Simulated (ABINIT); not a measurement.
# A GW run on NaCl (Fm-3m) in ABINIT, with inputs changed

A base run on NaCl (Fm-3m), then changed inputs.

Program: ABINIT 10.8.3. Level of theory: PBE and many-body steps on it, plane waves. Results are calculated unless marked as measured.

The database entry behind the starting cell differs from later determinations by our own check (an axis about 0.4 % short against later determinations), so it need not match the best structure at ambient conditions.

### Step 1. The starting structure

Symmetry: Fm-3m, No. 225, cubic system. Conventional cell: a = 5.620 Å, b = 5.620 Å, c = 5.620 Å, α = 90.00°, β = 90.00°, γ = 90.00°. Nearest to Na lie 6 Cl at 2.81 Å. Nearest to Cl lie 6 Na at 2.81 Å. Farther neighbours and most contacts between anions are not listed.

Coordinates:

```cif
data_structure
_symmetry_space_group_name_H-M 'Fm-3m'
_symmetry_Int_Tables_number 225
_cell_length_a 5.6200
_cell_length_b 5.6200
_cell_length_c 5.6200
_cell_angle_alpha 90.000
_cell_angle_beta 90.000
_cell_angle_gamma 90.000
_cell_volume 177.50
loop_
_atom_site_label
_atom_site_type_symbol
_atom_site_symmetry_multiplicity
_atom_site_Wyckoff_symbol
_atom_site_fract_x
_atom_site_fract_y
_atom_site_fract_z
_atom_site_occupancy
Na1 Na 4 a 0.00000 0.00000 0.00000 1
Cl1 Cl 4 b 0.50000 0.00000 0.00000 1
```

The cell and positions come from the Crystallography Open Database and are kept as given unless a step says otherwise.

### Step 2. Screening, 6×6×6 mesh, 140 bands, screening to 190.5 eV

This step: ABINIT 10.8.3; RPA screening on PBE, plane waves, norm-conserving pseudopotentials.

The RPA dielectric matrix is built and inverted for each q.

Contents of run.abi:

```
acell 3*1.0 Angstrom
rprim 
  0.000000000000 2.810000000000 2.810000000000
  2.810000000000 0.000000000000 2.810000000000
  2.810000000000 2.810000000000 0.000000000000
ntypat 2
znucl 11 17
natom 2
typat 1 2
xred 
  0.000000000000 0.000000000000 0.000000000000
  0.500000000000 0.500000000000 0.500000000000
pp_dirpath "pseudos"
pseudos "Na.upf, Cl.upf"
ecut 38
ngkpt 6 6 6
nshiftk 1
shiftk 0 0 0
kptopt 1
chksymbreak 0
istwfk *1
occopt 1
irdwfk 1
optdriver 3
nband 140
ecuteps 7
inclvkb 2
awtr 1
symchi 1
indata_prefix "in"
outdata_prefix "out"
tmpdata_prefix "tmp"
```

The run is started by

```console
> OMP_NUM_THREADS=1 mpirun -n 8 abinit run.abi > log
```

Output:

```text
.Version 10.8.3 of ABINIT. v10.8.2 released Aug 2026.

 Symmetries : space group Fm -3 m (#225); Bravais cF (face-center cubic)
[... echo of the input left out ...]
== DATASET  1 ==================================================================
-   mpi_nproc: 8, omp_nthreads: 1 (-1 if OMP is not activated)

--- !DatasetInfo
iteration_state: {dtset: 1, }
dimensions: {natom: 2, nkpt: 16, mband: 140, nsppol: 1, nspinor: 1, nspden: 1, mpw: 3383, }
cutoff_energies: {ecut:  38.0, pawecutdg:  -1.0, }
electrons: {nelect:   1.60000000E+01, charge:   0.00000000E+00, occopt:   1.00000000E+00, tsmear:   1.00000000E-02, }

 SCREENING: Calculation of the susceptibility and dielectric matrices

 Based on a program developped by R.W. Godby, V. Olevano, G. Onida, and L. Reining.
 Incorporated in ABINIT by V. Olevano, G.-M. Rignanese, and M. Torrent.
.Using double precision arithmetic ; gwpc =  8

[... cell and pseudopotentials left out ...]
--------------------------------------------------------------------------------

 ==== K-mesh for the wavefunctions ====
 Number of points in the irreducible wedge :    16
[... list of points left out ...]
 Together with 48 symmetry operations and time-reversal symmetry
 yields   216 points in the full Brillouin Zone.

 ==== Q-mesh for the screening function ====
 Number of points in the irreducible wedge :    16
[... list of points left out ...]
 Together with 48 symmetry operations and time-reversal symmetry
 yields   216 points in the full Brillouin Zone.

 setmesh: FFT mesh size selected  =    30x   30x   30
          total number of points  =        27000

 vcoul_init : cutoff-mode = AUXILIARY_FUNCTION
 q-points for optical limit:   1
     1)      0.000010    0.000020    0.000030

- screening: taking advantage of time-reversal symmetry
- Maximum band index for partially occupied states nbvw = 8
- Remaining bands to be divided among processors   nbcw = 132
- Number of bands treated by each node ~16

 Number of electrons calculated from density =   16.0000; Expected =   16.0000
 average of density, n =  0.053429
 r_s =    1.6471
 omega_plasma =   22.2968 [eV]

 calculating chi0 at frequencies [eV] :
  1    0.000000E+00    0.000000E+00
  2    0.000000E+00    2.229681E+01

--------------------------------------------------------------------------------
  q-point number  1        q = ( 0.000000, 0.000000, 0.000000) [r.l.u.]
--------------------------------------------------------------------------------
[... chi0 elements left out ...]
 For q-point:  0.000010 0.000020 0.000030
  dielectric constant =   2.3511
  dielectric constant without local fields =   2.7652

  Average fulfillment of the sum rule on Im[epsilon] for q-point    1 :     70.09  [%]
[... wings left out ...]
  q-point number  2        q = ( 0.166667, 0.000000, 0.000000) [r.l.u.]
--------------------------------------------------------------------------------
[... chi0 elements left out ...]
  Average fulfillment of the sum rule on Im[epsilon] for q-point    2 :     79.14  [%]

 [... 14 further q-points ...]
```

Run time: 4.4 min. Hardware: 8 MPI ranks of Arm Neoverse N1, shared host; peak memory 2.4 GiB; 35 min of CPU time.

This step gave:

- ε∞ with local fields, on this mesh, along the program's q direction: 2.351
- the same without local fields: 2.765
- plasma frequency: 22.30 eV
- plane waves in the screening matrix: 259

Local fields lower ε∞ by 15 %.

### Step 3. Base

The self-energy is evaluated for the states that the input lists, and the levels follow from it, in one-shot runs by the linearised quasiparticle equation.

This step: G0W0 on PBE, plane waves, norm-conserving pseudopotentials.

Changes to run.abi since step 2:

```diff
@@ -23,8 +23,15 @@
 irdwfk 1
-optdriver 3
+optdriver 4
 nband 140
+gwcalctyp 0
+ecutsigx 38
+symsigma 1
+nkptgw 1
+kptgw 
+  0.0000000000 0.0000000000 0.0000000000
+bdgw 
+  6 12
 ecuteps 7
-inclvkb 2
-awtr 1
-symchi 1
+irdscr 1
+ppmodel 1
 indata_prefix "in"
```

Output:

```text
.Version 10.8.3 of ABINIT. v10.8.2 released Aug 2026.

 Symmetries : space group Fm -3 m (#225); Bravais cF (face-center cubic)
[... echo of the input left out ...]
== DATASET  1 ==================================================================
-   mpi_nproc: 8, omp_nthreads: 1 (-1 if OMP is not activated)

--- !DatasetInfo
iteration_state: {dtset: 1, }
dimensions: {natom: 2, nkpt: 16, mband: 140, nsppol: 1, nspinor: 1, nspden: 1, mpw: 3383, }
cutoff_energies: {ecut:  38.0, pawecutdg:  -1.0, }
electrons: {nelect:   1.60000000E+01, charge:   0.00000000E+00, occopt:   1.00000000E+00, tsmear:   1.00000000E-02, }

 SIGMA: Calculation of the GW corrections

 Based on a program developped by R.W. Godby, V. Olevano, G. Onida, and L. Reining.
 Incorporated in ABINIT by V. Olevano, G.-M. Rignanese, and M. Torrent.
.Using double precision arithmetic ; gwpc =  8

[... cell and pseudopotentials left out ...]
--------------------------------------------------------------------------------

 ==== K-mesh for the wavefunctions ====
 Number of points in the irreducible wedge :    16
[... list of points left out ...]
 Together with 48 symmetry operations and time-reversal symmetry
 yields   216 points in the full Brillouin Zone.

 ==== Q-mesh for screening function ====
 Number of points in the irreducible wedge :    16
[... list of points left out ...]
 Together with 48 symmetry operations and time-reversal symmetry
 yields   216 points in the full Brillouin Zone.

 vcoul_init : cutoff-mode = AUXILIARY_FUNCTION
 q-points for optical limit:   1
     1)      0.000010    0.000020    0.000030
 setmesh: FFT mesh size selected  =    45x   45x   45
          total number of points  =        91125

 Number of electrons calculated from density =   16.0000; Expected =   16.0000
 average of density, n =  0.053429
 r_s =    1.6471
 omega_plasma =   22.2968 [eV]

 === KS Band Gaps ===
  >>>> For spin  1
   Minimum direct gap =   5.1497 [eV], located at k-point      :   0.0000  0.0000  0.0000
   Fundamental gap    =   5.1497 [eV], Top of valence bands at :   0.0000  0.0000  0.0000
                                       Bottom of conduction at :   0.0000  0.0000  0.0000
 SIGMA fundamental parameters:
 PLASMON POLE MODEL  1
 number of plane-waves for SigmaX                 3383
 number of plane-waves for SigmaC and W            259
 number of plane-waves for wavefunctions          3383
 number of bands                                   140
 number of independent spin polarizations            1
 number of spinorial components                      1
 number of k-points in IBZ                          16
 number of q-points in IBZ                          16
 number of symmetry operations                      48
 number of k-points in BZ                          216
 number of q-points in BZ                          216
 number of frequencies for dSigma/dE                 9
 frequency step for dSigma/dE [eV]                0.25
 number of omega for Sigma on real axis              0
 max omega for Sigma on real axis  [eV]           0.00
 zcut for avoiding poles [eV]                     0.10

 EPSILON^-1 parameters (SCR file):
 dimension of the eps^-1 matrix on file            259
 dimension of the eps^-1 matrix used               259
 number of plane-waves for wavefunctions          3383
 number of bands                                   140
 number of q-points in IBZ                          16
 number of frequencies                               2
 number of real frequencies                          1
 number of imag frequencies                          1

 matrix elements of self-energy operator (all in [eV])

 Perturbative Calculation

--- !SelfEnergy_ee
iteration_state: {dtset: 1, }
kpoint     : [   0.000,    0.000,    0.000, ]
spin       : 1
KS_gap     :    5.150
QP_gap     :    8.080
Delta_QP_KS:    2.930
data: !SigmaeeData |
     Band     E0 <VxcDFT>   SigX SigC(E0)      Z dSigC/dE  Sig(E)    E-E0       E
        6  -0.539 -14.493 -18.976   1.818   0.810  -0.235 -16.651  -2.158  -2.697
        7  -0.539 -14.493 -18.976   1.818   0.810  -0.235 -16.651  -2.158  -2.697
        8  -0.539 -14.493 -18.976   1.818   0.810  -0.235 -16.651  -2.158  -2.697
        9   4.611  -8.179  -4.218  -3.068   0.864  -0.157  -7.407   0.772   5.383
       10  10.523  -8.377  -3.612  -3.301   0.859  -0.164  -7.119   1.258  11.781
       11  10.523  -8.377  -3.612  -3.301   0.859  -0.164  -7.119   1.258  11.781
       12  10.523  -8.377  -3.612  -3.301   0.859  -0.164  -7.119   1.258  11.781

== END DATASET(S) ==============================================================
================================================================================

 -outvars: echo values of variables after computation  --------
           etotal      0.0000000000E+00
            nband         140
             nkpt          16
          spgroup         225
 [... the other variables as echoed above ...]

 Calculation completed.
```

The job ended after 16 s (8 MPI ranks; peak memory 2.4 GiB; 2.2 min of CPU time).

This step gave:

- G0W0 gap on the points computed: 8.08 eV
- starting gap on the mesh: 5.150 eV
- k of the valence top: 0, 0, 0
- k of the conduction bottom: 0, 0, 0
- Z at the valence top: 0.81
- Z at the conduction bottom: 0.864
- least direct G0W0 gap on the computed points: 8.08 eV

The gap on the mesh goes from 5.15 eV to 8.08 eV, a correction of +2.93 eV.

### Step 4. Coulomb singularity

Changes to run.abi since step 3:

```diff
@@ -36,2 +36,3 @@
 ppmodel 1
+gw_icutcoul 3
 indata_prefix "in"
```

Output:

```text
.Version 10.8.3 of ABINIT. v10.8.2 released Aug 2026.

 Symmetries : space group Fm -3 m (#225); Bravais cF (face-center cubic)
[... echo of the input left out ...]
== DATASET  1 ==================================================================
-   mpi_nproc: 8, omp_nthreads: 1 (-1 if OMP is not activated)

--- !DatasetInfo
iteration_state: {dtset: 1, }
dimensions: {natom: 2, nkpt: 16, mband: 140, nsppol: 1, nspinor: 1, nspden: 1, mpw: 3383, }
cutoff_energies: {ecut:  38.0, pawecutdg:  -1.0, }
electrons: {nelect:   1.60000000E+01, charge:   0.00000000E+00, occopt:   1.00000000E+00, tsmear:   1.00000000E-02, }

 SIGMA: Calculation of the GW corrections

 Based on a program developped by R.W. Godby, V. Olevano, G. Onida, and L. Reining.
 Incorporated in ABINIT by V. Olevano, G.-M. Rignanese, and M. Torrent.
.Using double precision arithmetic ; gwpc =  8

[... cell and pseudopotentials left out ...]
--------------------------------------------------------------------------------

 ==== K-mesh for the wavefunctions ====
 Number of points in the irreducible wedge :    16
[... list of points left out ...]
 Together with 48 symmetry operations and time-reversal symmetry
 yields   216 points in the full Brillouin Zone.

 ==== Q-mesh for screening function ====
 Number of points in the irreducible wedge :    16
[... list of points left out ...]
 Together with 48 symmetry operations and time-reversal symmetry
 yields   216 points in the full Brillouin Zone.

 vcoul_init : cutoff-mode = CRYSTAL
 q-points for optical limit:   1
     1)      0.000010    0.000020    0.000030
 setmesh: FFT mesh size selected  =    45x   45x   45
          total number of points  =        91125

 Number of electrons calculated from density =   16.0000; Expected =   16.0000
[...]
number of q-points in BZ                          216
 number of frequencies for dSigma/dE                 9
 frequency step for dSigma/dE [eV]                0.25
 number of omega for Sigma on real axis              0
 max omega for Sigma on real axis  [eV]           0.00
 zcut for avoiding poles [eV]                     0.10

 EPSILON^-1 parameters (SCR file):
 dimension of the eps^-1 matrix on file            259
 dimension of the eps^-1 matrix used               259
 number of plane-waves for wavefunctions          3383
 number of bands                                   140
 number of q-points in IBZ                          16
 number of frequencies                               2
 number of real frequencies                          1
 number of imag frequencies                          1

 matrix elements of self-energy operator (all in [eV])

 Perturbative Calculation

--- !SelfEnergy_ee
iteration_state: {dtset: 1, }
kpoint     : [   0.000,    0.000,    0.000, ]
spin       : 1
KS_gap     :    5.150
QP_gap     :    7.984
Delta_QP_KS:    2.835
data: !SigmaeeData |
     Band     E0 <VxcDFT>   SigX SigC(E0)      Z dSigC/dE  Sig(E)    E-E0       E
        6  -0.539 -14.493 -18.651   1.725   0.813  -0.230 -16.472  -1.979  -2.517
        7  -0.539 -14.493 -18.651   1.725   0.813  -0.230 -16.472  -1.979  -2.517
        8  -0.539 -14.493 -18.651   1.725   0.813  -0.230 -16.472  -1.979  -2.517
        9   4.611  -8.179  -4.218  -2.975   0.868  -0.152  -7.323   0.856   5.467
       10  10.523  -8.377  -3.612  -3.208   0.863  -0.159  -7.033   1.344  11.867
       11  10.523  -8.377  -3.612  -3.208   0.863  -0.159  -7.033   1.344  11.867
       12  10.523  -8.377  -3.612  -3.208   0.863  -0.159  -7.033   1.344  11.867

== END DATASET(S) ==============================================================
================================================================================

 -outvars: echo values of variables after computation  --------
           etotal      0.0000000000E+00
            nband         140
             nkpt          16
          spgroup         225
 [... the other variables as echoed above ...]

 Calculation completed.
```

Run time: 16 s. Hardware: 8 MPI ranks; peak memory 2.4 GiB; 2.2 min of CPU time.

This step gave:

```
G0W0 gap on the points computed              : 7.984 eV
starting gap on the mesh                     : 5.150 eV
k of the valence top                         : 0, 0, 0
k of the conduction bottom                   : 0, 0, 0
Z at the valence top                         : 0.813
Z at the conduction bottom                   : 0.868
least direct G0W0 gap on the computed points : 7.984 eV
```

Against G0W0 in ABINIT (6×6×6 mesh, 140 bands, screening to 190.5 eV, Godby-Needs plasmon pole), the gap moves by −0.096 eV.

### Step 5. Side by side

Times are wall times on 8 MPI ranks of Arm Neoverse N1, shared host, good to a factor of about two. A run's time includes the screening step that it read.

```
                run   mesh  bands  screening cutoff (eV)  DFT gap (eV)  gap on the mesh (eV)  direct (eV)  ε∞ used     time
               base  6×6×6    140                  190.5         5.150                 8.080        8.080     2.35  4.7 min
Coulomb singularity  6×6×6    140                  190.5         5.150                 7.984        7.984     2.35  4.7 min
```

### Step 6. Outcome

```
base                : 8.080 eV
Coulomb singularity : 7.984 eV
known limits        : not at the basis limit
```

In words: Coulomb singularity: −0.096 eV against base (keys changed: gw_icutcoul). Bands and cutoff are finite, so the gap is not at the basis limit. The miss can reach some tenths of an eV and take either sign; the mesh is an error of its own. In the G0W0 runs levels were corrected at 1 k point alone, so a gap called «on the mesh» is the least over those, and an edge elsewhere would be missed.

[Paths, hosts, dates, memory and timing lines, banners, echoed tables and standing remarks are left out of the program output.]

[Logs are printed without paths, hosts, clocks, repeated set-up lines and the standing remarks that a program may print on its own settings, such as how far it seeks lower states.]

[Runs of the session that timed out or met a known fault of the program may be left out.]

[Hosts, paths, dates, database ids (printed as entryN), source tags and the programs' standing remarks are cut or masked in the printed files.]

[G0W0 gaps are taken among the corrected bands and points alone; a level outside them can change the order at an edge.]

[Where Ansatz stands beside ABINIT at settings called matched, ABINIT's density can come from a denser mesh and the files from another edition; pairs whose starting gaps differed by over 0.03 eV were left out, so agreement reads better than it is.]
